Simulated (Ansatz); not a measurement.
The system is Os.

```
Os
1.0
     2.73410    0.00000    0.00000
    -1.36705    2.36780    0.00000
     0.00000    0.00000    4.31970
Os
2
Direct
  0.66667 0.33333 0.75000
  0.33333 0.66667 0.25000
```

| Property | Result |
| --- | --- |
| Program | Ansatz 0.2.0 |
| Task | relaxation of cell and atoms |
| Functional | BLYP |
| Potentials or basis | Ansatz PAW |
| Cutoff | 420 eV (not typed: the program's choice for these potentials) |
| k mesh | 11 × 11 × 6 |
| Occupations | fermi-dirac, width 0.05 eV |
| Spin | no spin polarisation |

At the start: volume 13.98 Å³/atom.

Where does the relaxation end?

It ends after 5 steps and the volume is 14.91 Å³/atom (+6.6 %); space group P6_3/mmc (No. 194, to 0.05 Å).

Step by step:
```
step  energy change (eV)  largest force (eV/Å)  volume (Å³)
   1              0.0000                0.0000        27.96
   2             -0.1390                0.0000        29.93
   3             -0.1395                0.0000        29.83
   4             -0.1395                0.0000        29.82
   5             -0.1402                0.0000        29.82
```

Final structure:
```cif
data_structure
_symmetry_space_group_name_H-M 'P 1'
_symmetry_Int_Tables_number 1
_cell_length_a 2.7958
_cell_length_b 2.7958
_cell_length_c 4.4049
_cell_angle_alpha 90.000
_cell_angle_beta 90.000
_cell_angle_gamma 120.000
_cell_volume 29.82
loop_
_atom_site_label
_atom_site_type_symbol
_atom_site_fract_x
_atom_site_fract_y
_atom_site_fract_z
_atom_site_occupancy
Os1 Os 0.66667 0.33333 0.75000 1
Os2 Os 0.33333 0.66667 0.25000 1
```

Caveat: the plane-wave basis is chosen anew once the cell has moved, so the energies of steps on either side of that aren't comparable; the PAW data sets come from PBE, with cores solved anew for the run's functional, which leaves a small shift of forces and pressure.
